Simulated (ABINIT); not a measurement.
The system is Sb.

```
Sb
1.0
     4.57845    0.00000    0.00000
     0.00000    4.57845    0.00000
     0.00000    0.00000    4.57845
Sb
3
Direct
  0.50000 0.50000 0.00000
  0.50000 0.00000 0.50000
  0.00000 0.50000 0.50000
```

The cell was built by a generator and needn't be a form met in nature.

```yaml
Program: ABINIT 10.8.3 (patched build)
Task: single point
Functional: PBE
Potentials_or_basis: JTH PAW PBE v2.0
Cutoff: 435 eV
k_mesh: 6 × 6 × 6
Occupations: fermi-dirac, width 0.05 eV
Spin: no spin polarisation
```

On this cell: pressure 0.0 GPa; largest force zero by symmetry; band gap on the k mesh none (metal or under the smearing width).

The same run follows on a disturbed copy (atoms moved at random, drawn with an rms of 0.05 Å):

```xyz
3
Lattice="4.5785 0.0000 0.0000 0.0000 4.5785 0.0000 0.0000 0.0000 4.5785" Properties=species:S:1:pos:R:3 pbc="T T T"
Sb    2.2946    2.2967    0.0173
Sb    2.2505    0.0195    2.2721
Sb    0.0029    2.2771    2.3143
```

Q: What changes?

A: The energy (extrapolated to zero smearing) moves by -1.1 meV/atom; pressure 0.0 GPa; largest force 0.054 eV/Å; band gap on the k mesh none (metal or under the smearing width).

Forces in eV/Å, atoms in the order of the input:
```
Sb   0.041  0.017 -0.001
Sb  -0.039  0.005 -0.037
Sb  -0.002 -0.022  0.039
```

The energy falls, though the first cell shows no forces: that form is unstable against this distortion, unless noise or another electronic state is at work.
